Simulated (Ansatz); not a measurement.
A (100) slab of TaN (P6_3/mmc (No. 194)), 15 planes, outer planes N (top) and Ta (bottom), with 20 atoms (Ta10N10) in a surface cell of A = 16.935 Å², as cut from the bulk:

```xyz
20
Lattice="2.8895 0.0000 0.0000 0.0000 5.8608 0.0000 0.0000 0.0000 26.6776" Properties=species:S:1:pos:R:3 pbc="T T T"
Ta    1.4447    0.0000    7.5000
Ta    1.4447    2.9304    7.5000
N     0.0000    4.3956    8.3341
N     1.4447    1.4652    9.1682
Ta    0.0000    0.0000   10.0024
Ta    0.0000    2.9304   10.0024
N     1.4447    4.3956   10.8365
N     0.0000    1.4652   11.6706
Ta    1.4447    0.0000   12.5047
Ta    1.4447    2.9304   12.5047
N     0.0000    4.3956   13.3388
N     1.4447    1.4652   14.1729
Ta    0.0000    0.0000   15.0071
Ta    0.0000    2.9304   15.0071
N     1.4447    4.3956   15.8412
N     0.0000    1.4652   16.6753
Ta    1.4447    0.0000   17.5094
Ta    1.4447    2.9304   17.5094
N     0.0000    4.3956   18.3435
N     1.4447    1.4652   19.1776
```

Method: DFT PBEsol, scalar-relativistic, plane waves, PAW (Ansatz). Cutoff 420 eV; k points 12×6×1 on the computed 20-atom cell (Γ-centred); Gaussian smearing, width 0.10 eV; no spin polarisation. A dipole correction removes the field between periodic images along c.

Against the same 20 atoms in the bulk, the slab as cut lies 10.655 eV higher and the relaxed slab 8.151 eV higher.

(1) Work out the surface energy before and after relaxation.

(2) What is the ideal work of this cut, per area?

Answers

(1) The slab has two faces, so γ = (E_slab − N·E_bulk)/(2A), the mean of both. As cut: 10.655/(2 × 16.935) = 0.3146 eV/Å², and 1 eV/Å² = 16.02 J/m², so γ = 5.04 J/m². Relaxed: 8.151/(2 × 16.935) = 0.2407 eV/Å² = 3.86 J/m². Relaxation recovers 24 % of the cost of cutting.

(2) Griffith's ideal work is 2γ: 10.08 J/m² if the new faces stay rigid, 7.71 J/m² if they relax. Other cuts parallel to this plane can cost less. One thickness was run, 15 planes, so γ can still shift with it.

The reference crystal is a form of TaN, which isn't its usual structure.